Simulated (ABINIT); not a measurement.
BN: equation of state with LDA

**Experimental background.**

From “Effect of nanostructuration on compressibility of cubic BN”, 2012, arxiv:1208.3664, for a bulk crystal of BN at 300 K: bulk modulus 395 ± 2 GPa.

BN:

```
N B
1.0
     0.00000    1.81300    1.81300
     1.81300    0.00000    1.81300
     1.81300    1.81300    0.00000
N B
1 1
Cartesian
  0.9065 0.9065 0.9065
  0.0000 0.0000 0.0000
```

The cell is a database's computed one.

```json
{
 "Program": "ABINIT 10.8.3 (patched build)",
 "Task": "equation of state",
 "Functional": "LDA",
 "Potentials or basis": "JTH PAW LDA v2.0",
 "Cutoff": "844 eV",
 "k mesh": "13 × 13 × 13",
 "Occupations": "fermi-dirac, width 0.05 eV",
 "Spin": "no spin polarisation",
 "Fine-grid cutoff": "1442.2 eV"
}
```

The equilibrium volume is 5.74 Å³/atom and the bulk modulus is 403 GPa. The pressure derivative of the bulk modulus is 3.6.

Energy against volume, from the lowest point:
| volume (Å³/atom) | energy (meV/atom) |
| --- | --- |
| 5.602 | 4.21 |
| 5.721 | 0.00 |
| 5.840 | 2.10 |
| 5.959 | 9.94 |
| 6.078 | 23.00 |
| 6.198 | 40.88 |
| 6.317 | 63.00 |

Run time: 69 s on 1 thread of Arm Neoverse V1, on a shared host, peak memory 0.11 GiB.

Against the measured bulk modulus of BN, 395 GPa (300 K; quoted in “Effect of nanostructuration on compressibility of cubic BN”, 2012, arxiv:1208.3664), the calculated 403 GPa is off by +2.0 %. The fit is for a static lattice scaled at fixed shape and fixed fractional positions.

Caveat: pressures at fixed basis lie under the slope of the energies; the atomic spheres overlap.
